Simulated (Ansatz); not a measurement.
**Heated and quenched cell B32N32**

The calculation used DFT, PBEsol, PAW, plane waves in Ansatz.

Command:

```sh
ansatz run in.yaml --threads 7 --pin off --max-ram 13300MiB --runs-dir r --events-out ev --progress --plain
```

The input less its lattice and atoms:

```yaml
kpoints:
  mp_grid: { grid: [1, 1, 1] }
hamiltonian:
  xc: pbesol
scf:
  occupations: { method: fermi_dirac, width: 0.01 }
relax:
  f_tol: 0.03
  max_steps: 80
  escape_saddle: false
  adjacent_minimum: "off"
output:
  forces: true
  eigenvalues: true
  populations: true
```

Start:

```
B N
1.0
     7.86063    0.00000    0.00000
     0.00000    7.86063    0.00000
     0.00000    0.00000    7.86063
B N
32 32
Direct
  0.33793 0.89306 0.04341
  0.52908 0.24506 0.49223
  0.03092 0.40531 0.96285
  0.81398 0.33329 0.47000
  0.45809 0.18334 0.13086
  0.25497 0.14822 0.31928
  0.78831 0.49826 0.25592
  0.34578 0.47365 0.38769
  0.17612 0.09994 0.98563
  0.07111 0.29131 0.43626
  0.33032 0.46713 0.03900
  0.02613 0.97746 0.47124
  0.49984 0.06565 0.84222
  0.99203 0.17514 0.73202
  0.85463 0.66497 0.99145
  0.90860 0.16839 0.23115
  0.81939 0.98225 0.94421
  0.19287 0.92100 0.73149
  0.21210 0.64378 0.61988
  0.44871 0.59110 0.76088
  0.57765 0.49706 0.04850
  0.66793 0.79772 0.75914
  0.91420 0.68126 0.46630
  0.95556 0.48660 0.68910
  0.92171 0.86400 0.21391
  0.28644 0.32383 0.78858
  0.35810 0.69105 0.30825
  0.13300 0.65677 0.10816
  0.60637 0.56929 0.51560
  0.71153 0.09688 0.66334
  0.51653 0.96271 0.31768
  0.42954 0.89698 0.54672
  0.90605 0.02580 0.11023
  0.42998 0.22427 0.78577
  0.97089 0.72801 0.11981
  0.92417 0.85437 0.39428
  0.56368 0.03384 0.15333
  0.70123 0.19616 0.51556
  0.44972 0.56970 0.94738
  0.58152 0.94352 0.68175
  0.15204 0.48996 0.06616
  0.22393 0.33760 0.36167
  0.50689 0.96427 0.99910
  0.02580 0.62530 0.59449
  0.72348 0.58234 0.11091
  0.96665 0.32593 0.59884
  0.78770 0.81545 0.89304
  0.06901 0.01104 0.64815
  0.28293 0.10049 0.13443
  0.81887 0.10903 0.80721
  0.28046 0.76047 0.16758
  0.28261 0.50517 0.69493
  0.85447 0.33354 0.26697
  0.60671 0.62978 0.68307
  0.49627 0.79744 0.39215
  0.92304 0.50950 0.86901
  0.78131 0.55542 0.43976
  0.11785 0.25206 0.87186
  0.04794 0.12312 0.35797
  0.21868 0.94285 0.89978
  0.50375 0.42502 0.46498
  0.47008 0.35740 0.12073
  0.41787 0.08128 0.43773
  0.28540 0.81590 0.61827
```

Steps:

| step | energy less the first (eV) | largest force component (eV/Å) |
| --- | --- | --- |
| start | 0.000 | 3.662 |
| 1 | -3.725 | 1.782 |
| 2 | -4.847 | 0.842 |
| 3 | -4.968 | 1.799 |
| 4 | -5.085 | 0.257 |
| 5 | -5.127 | 0.489 |
| 6 | -5.163 | 0.735 |
| 7 | -5.197 | 0.639 |
| 8 | -5.285 | 0.475 |
| 9 | -5.336 | 0.478 |
| 10 | -5.392 | 0.197 |
| 11 | -5.407 | 0.199 |
| 12 | -5.457 | 0.181 |
| 13 | -5.478 | 0.124 |
| 14 | -5.481 | 0.234 |
| 15 | -5.483 | 0.086 |
| 16 | -5.484 | 0.092 |
| 17 | -5.485 | 0.033 |
| 18 | -5.485 | 0.030 |

A structure on the way, about -4.85 eV from the start:

```xyz
64
Lattice="7.8606 0.0000 0.0000 0.0000 7.8606 0.0000 0.0000 0.0000 7.8606" Properties=species:S:1:pos:R:3 pbc="T T T"
B     2.4651    7.1883    0.4276
B     4.0569    1.9342    3.8627
B     0.4653    3.2415    7.4057
B     6.4312    2.5958    3.7365
B     3.5423    1.4108    0.9276
B     1.9420    1.3297    2.5236
B     6.2151    3.7593    1.9454
B     2.6874    3.8770    3.1157
B     1.2797    0.8691    7.7092
B     0.5979    2.3334    3.5764
B     2.7739    3.6432    0.2986
B     0.1669    7.7278    3.7336
B     3.7930    0.4288    6.5192
B     7.7188    1.3558    5.7558
B     6.7122    5.1285    7.6950
B     7.2377    1.2196    1.8139
B     6.5061    7.7070    7.3872
B     1.3788    7.2157    5.7915
B     1.6375    5.0659    4.9785
B     3.5694    4.5080    6.0486
B     4.6010    3.8552    0.3542
B     5.2125    6.2270    5.9177
B     7.2664    5.3500    3.6702
B     7.5601    3.8469    5.4788
B     7.4200    6.7731    1.5803
B     2.2137    2.5107    6.0329
B     2.8826    5.5216    2.5034
B     1.1437    5.1449    0.9109
B     4.8653    4.3997    4.0228
B     5.4999    0.7502    5.3373
B     4.0440    7.6868    2.4805
B     3.4033    7.0574    4.3437
N     7.1097    0.1464    0.8691
N     3.2881    1.6434    6.0405
N     7.7226    5.6392    0.8112
N     7.4936    6.6033    3.0227
N     4.4256    0.3401    1.2280
N     5.4238    1.6422    4.2225
N     3.6164    4.5367    7.4357
N     4.4973    7.4715    5.4119
N     1.3732    3.8106    0.4674
N     1.7077    2.8257    2.9360
N     3.8510    7.5962    7.8498
N     0.2245    4.9499    4.7221
N     5.7679    4.3814    0.7825
N     7.5897    2.5549    4.7431
N     6.1504    6.3535    6.9617
N     0.4715    0.1451    5.0867
N     2.1082    0.9514    1.0662
N     6.4259    0.9094    6.3999
N     2.2150    6.0196    1.3610
N     2.3123    3.8995    5.5394
N     6.6279    2.4418    2.1939
N     4.7287    4.9667    5.3234
N     3.9304    6.3808    3.1027
N     7.2622    3.9717    6.8374
N     6.1766    4.3219    3.3711
N     0.8995    1.9661    6.7808
N     0.4242    0.9992    2.8718
N     1.5007    7.4241    7.1878
N     3.9247    3.3489    3.5779
N     3.7596    2.7662    0.8338
N     3.2123    0.7607    3.3794
N     2.2781    6.3681    5.0098
```

End:

```xyz
64
Lattice="7.8606 0.0000 0.0000 0.0000 7.8606 0.0000 0.0000 0.0000 7.8606" Properties=species:S:1:pos:R:3 pbc="T T T"
B     2.6171    6.8934    0.2611
B     4.0437    1.9806    3.7233
B     0.4446    3.1813    7.3824
B     6.3816    2.2863    3.7448
B     3.4757    1.5101    1.0975
B     1.8980    1.5400    2.4248
B     6.1862    3.8207    2.0171
B     2.7227    3.9576    3.1246
B     1.3733    0.8580    7.6802
B     0.6014    2.4163    3.5696
B     2.7857    3.6309    0.2813
B     0.2884    7.7930    3.6709
B     3.7776    0.3993    6.6455
B     7.7467    1.3344    5.7210
B     6.7555    5.1203    7.7165
B     7.1793    1.2768    1.7891
B     6.5521    7.6922    7.3710
B     1.4364    7.1954    5.7552
B     1.5493    4.9775    5.0686
B     3.5001    4.4752    6.0195
B     4.6467    3.8815    0.3684
B     5.2344    6.2228    6.0102
B     7.2963    5.4535    3.6582
B     7.4303    3.8415    5.4540
B     7.5036    6.8095    1.5473
B     2.2315    2.4329    6.0367
B     2.9244    5.5595    2.5077
B     1.1650    5.1073    0.8798
B     4.9649    4.3676    4.0212
B     5.4308    0.6917    5.3635
B     3.8386    7.7689    2.5591
B     3.6413    6.4471    4.6150
N     7.0964    0.1753    0.8533
N     3.3275    1.6306    6.2170
N     7.7744    5.6552    0.7962
N     7.6532    6.6656    2.9812
N     4.2923    0.3228    1.2741
N     5.3328    1.4985    4.2027
N     3.6569    4.5090    7.3818
N     4.4731    7.4043    5.5343
N     1.3742    3.7835    0.4017
N     1.6564    2.9996    2.9518
N     3.9267    7.5025    0.0663
N     0.1327    4.9773    4.7749
N     5.8131    4.4195    0.8014
N     7.5162    2.5395    4.7070
N     6.2313    6.3159    6.9556
N     0.5717    0.1688    5.0294
N     2.0320    1.1968    1.0235
N     6.4493    0.8402    6.3321
N     2.2861    5.9484    1.2986
N     2.2769    3.8194    5.5344
N     6.4763    2.4604    2.2454
N     4.5811    5.1176    5.2236
N     3.8332    6.4778    3.1523
N     7.2252    3.9191    6.8403
N     6.1521    4.5921    3.3001
N     0.8803    1.9183    6.7296
N     0.3806    1.1129    2.8423
N     1.6022    7.3963    7.1545
N     3.9692    3.4005    3.5821
N     3.8045    2.8464    0.9059
N     3.1239    1.0549    3.1778
N     2.2637    6.2074    5.0945
```

The run converged.

Time: 35 s of wall time on 7 threads of a Neoverse-V2 processor, on a host shared with other runs; peak host memory 0.76 GiB.

(1) How much energy did the relaxation gain, and which atom moved most?

## Answers

(1) 5.48 eV in 18 steps, from a start with small random displacements; atom 32 (B) moved 0.73 Å, the median atom 0.17 Å (drift of the whole cell removed).
